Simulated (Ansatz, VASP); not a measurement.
This is a calculation of GaSb for Ansatz 0.2.0.

The input input.yaml:

```yaml
crystal:
  lattice:
    - [0.0, 3.059, 3.059]
    - [3.059, 0.0, 3.059]
    - [3.059, 3.059, 0.0]
  atoms:
    - { symbol: Sb, position: [0.75, 0.75, 0.75] }
    - { symbol: Ga, position: [0.0, 0.0, 0.0] }
hamiltonian:
  xc: pbe
  pseudopotentials: { kind: paw }
kpoints:
  mp_grid: { grid: [8, 8, 8] }
scf:
  occupations: { method: fermi_dirac, width: 0.05 }
output:
  forces: true
  stress: true
relax:
  f_tol: 0.01
  max_steps: 40
  cell: { stress_tol: 0.05 }
```

Potentials or basis: Ansatz PAW.

The run is started by

```console
$ ansatz run input.yaml --threads 2 --pin off --max-ram 5632MiB --backend cpu --events-out ev --progress --plain --runs-dir out
```

**Question.** Set up the same calculation for VASP 6.6.1. Potentials there: VASP PAW PBE potentials, release 54 (Sb, Ga).

**Answer.** As run (the cutoff follows the program's own potentials):

INCAR

```
SYSTEM = GaSb
PREC     = Accurate       ! precision mode
ENCUT    = 580            ! plane-wave cutoff, eV
EDIFF    = 1E-7           ! SCF threshold, eV
ISMEAR   = -1             ! smearing method
SIGMA    = 0.05           ! smearing width, eV
LREAL    = .FALSE.        ! projectors in reciprocal space
LASPH    = .TRUE.         ! aspherical terms in the spheres
NELM     = 60             ! most SCF steps
ALGO     = Normal         ! electronic algorithm
ISIF     = 3              ! what is computed and relaxed
LWAVE    = .FALSE.        ! write WAVECAR
LCHARG   = .FALSE.        ! write CHGCAR
GGA      = PE             ! functional
IBRION   = 2              ! ionic algorithm
NSW      = 40             ! ionic steps
EDIFFG   = -0.01          ! ionic threshold
```

Contents of KPOINTS:

```
regular mesh
0
G
  8 8 8
  0 0 0
```

POSCAR

```
GaSb
1.0
    0.0000000000      3.0590000000      3.0590000000
    3.0590000000      0.0000000000      3.0590000000
    3.0590000000      3.0590000000      0.0000000000
Sb Ga
1 1
Direct
    0.7500000000      0.7500000000      0.7500000000
    0.0000000000      0.0000000000      0.0000000000
```

Potentials or basis: VASP PAW PBE potentials, release 54 (Sb, Ga).

The run is started by

```console
$ cat potpaw_PBE.54/Sb/POTCAR potpaw_PBE.54/Ga/POTCAR > POTCAR
$ mpirun -np 1 vasp_std > vasp.out
```

Both were run:

|  | VASP | Ansatz | Ansatz less VASP |
| --- | --- | --- | --- |
| relaxed volume (Å³/atom) | 30.13 | 30.00 | -0.130 |
| relaxed cell length with the largest relative difference (Å) | 4.401 | 4.394 | -0.0063 |
| energy change over the relaxation (meV/atom) | -12 | -10 | +2.1 |

The two sets of potentials don't hold the same shells in valence.

Caveats: this crystal is a semiconductor, whose small gap the functional closes, so the metal is an error of the method (VASP); the plane-wave basis is chosen anew once the cell has moved, so the energies of steps on either side of that aren't comparable (Ansatz). Zero-point motion and thermal expansion aren't in these numbers. Spin-orbit coupling is left out, which matters for the levels of Sb.
